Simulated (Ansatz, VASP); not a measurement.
## Cu: VASP beside Ansatz

```xyz
2
Lattice="2.5662 0.0000 0.0000 -1.2831 2.2224 0.0000 0.0000 0.0000 4.2018" Properties=species:S:1:pos:R:3 pbc="T T T"
Cu    0.0000    1.4816    1.0505
Cu    1.2831    0.7408    3.1514
```

Alike in both runs: functional PBE; k mesh 14 × 14 × 8; occupations fermi-dirac, width 0.1 eV; no spin polarisation.

Ansatz relaxed the structure, and its values are those at the end. VASP's run is a single point on that final structure, the one shown.

```csv
,VASP,Ansatz
version,VASP 6.6.1,Ansatz 0.2.0
potentials or method,"VASP PAW PBE potentials, release 64 (Cu)","plane waves (420 eV) with PAW, scalar-relativistic"
plane-wave cutoff (eV),520,420
valence electrons in the cell,22,38
```

|  | VASP | Ansatz | Ansatz less VASP |
| --- | --- | --- | --- |
| pressure (GPa) | 0.8 | 0.0 | -0.80 |

The two sets of potentials don't hold the same shells in valence.
